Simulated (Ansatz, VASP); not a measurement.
One calculation of BaTiO3, two programs

INCAR

```
PREC = Accurate ; ENCUT = 520
EDIFF = 1E-7 ; ISMEAR = -1
SIGMA = 0.05 ; LREAL = False
LASPH = True ; NELM = 100
ALGO = Normal ; ISIF = 2
LWAVE = False ; LCHARG = False
GGA = PS ; NBANDS = 28
KPAR = 2
```

The input KPOINTS:

```
Automatic mesh
0
Gamma
  7 7 7
```

The input POSCAR:

```
BaTiO3
1.0
    4.0262895137      0.0000000000      0.0000000000
    0.0000000000      4.0262895137      0.0000000000
    0.0000000000      0.0000000000      4.0446100470
Ba Ti O
1 1 3
Direct
    0.0000000000      0.0000000000      0.0000000000
    0.5000000000      0.5000000000      0.4900000000
    0.0000000000      0.5000000000      0.5170000000
    0.5000000000      0.0000000000      0.5170000000
    0.5000000000      0.5000000000      0.0190000000
```

Contents of input.yaml:

```yaml
crystal:
  lattice:
    - [4.0262895137, 0.0, 0.0]
    - [0.0, 4.0262895137, 0.0]
    - [0.0, 0.0, 4.044610047]
  atoms:
    - { symbol: Ba, position: [0.0, 0.0, 0.0] }
    - { symbol: Ti, position: [0.5, 0.5, 0.49] }
    - { symbol: O, position: [0.0, 0.5, 0.517] }
    - { symbol: O, position: [0.5, 0.0, 0.517] }
    - { symbol: O, position: [0.5, 0.5, 0.019] }
hamiltonian:
  xc: pbesol
  pseudopotentials: { kind: paw }
kpoints:
  mp_grid: { grid: [7, 7, 7] }
scf:
  occupations: { method: fermi_dirac, width: 0.05 }
output:
  forces: true
  stress: true
  eigenvalues: true
```

Change from the starting cell: volume scaled by 1.02.

Alike in both runs: task single point; functional PBEsol; k mesh 7 × 7 × 7; occupations fermi-dirac, width 0.05 eV; no spin polarisation.

|  | VASP | Ansatz |
| --- | --- | --- |
| version | VASP 6.6.1 | Ansatz 0.2.0 |
| potentials or method | VASP PAW PBE potentials, release 64 (Ba_sv, Ti_sv, O) | Ansatz PAW |
| plane-wave cutoff (eV) | 520 | 420 |
| valence electrons in the cell | 40 | 40 |

```csv
,VASP,Ansatz,Ansatz less VASP
gap on the k mesh at the Fermi level (eV),1.78,1.84,+0.062
least direct gap on the mesh (eV),1.99,2.02,+0.027
pressure (GPa),-5.2,-6.9,-1.70
largest component of the traceless stress (GPa),0.58,0.54,-0.038
rms of the force components (eV/Å),0.137,0.145,+0.0076
```

Atom by atom the forces differ by 0.014 eV/Å (rms over components). The functional is the same, so the differences come from potentials, cutoffs and numerics.

Caveats: spin-orbit coupling is left out, which moves the levels of the heavy elements; the PAW data sets were made with another functional, which shifts forces and pressure a little (VASP); an odd mesh through Γ misses points on the zone boundary, where band edges often lie (VASP); odd divisions of the mesh miss points on the zone boundary, where band edges often lie, so the gap on the mesh can be too wide (Ansatz); the pressure holds a Pulay correction of +0.6 GPa for the finite cutoff (Ansatz); the PAW data sets come from PBE, with cores solved anew for the run's functional, which leaves a small shift of forces and pressure (Ansatz).
